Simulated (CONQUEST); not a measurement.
The system is Al.

```
Al
1.0
     2.86351    0.00000    0.00000
     0.00000    2.86351    0.00000
     0.00000    0.00000    4.04961
Al
2
Direct
  0.00000 0.00000 0.00000
  0.50000 0.50000 0.50000
```

* Program: CONQUEST 1.3
* Task: single point
* Functional: PBEsol
* Potentials or basis: PseudoDojo NC PBEsol, DZP, grid cutoff 120 Ha
* k mesh: 9 × 9 × 7
* Occupations: fermi-dirac, width 0.05 eV
* Spin: no spin polarisation

On this cell: pressure -1.2 GPa; largest force zero by symmetry; band gap on the k mesh none (metal or under the smearing width).

The same run follows on a disturbed copy (atoms of the box moved at random, drawn with an rms of 0.05 Å):

```xyz
2
Lattice="2.8635 0.0000 0.0000 0.0000 2.8635 0.0000 0.0000 0.0000 4.0496" Properties=species:S:1:pos:R:3 pbc="T T T"
Al    0.0149    0.0045    0.0469
Al    1.4912    1.4302    2.0107
```

Question: What does the disturbed cell give?

Answer: The energy (extrapolated to zero smearing) moves by +5.6 meV/atom; pressure -1.0 GPa; largest force 0.320 eV/Å; band gap on the k mesh none (metal or under the smearing width).

Forces on the atoms (eV/Å):
```
Al   0.081 -0.010 -0.310
Al  -0.082  0.011  0.309
```

Caveats: the basis of atomic orbitals isn't converged, which shifts pressures, moduli and gaps; the box holds several primitive cells, so bands are folded and the points are those of the box's own zone (some runs); the real-space grid breaks the cell's symmetry a little (some runs).
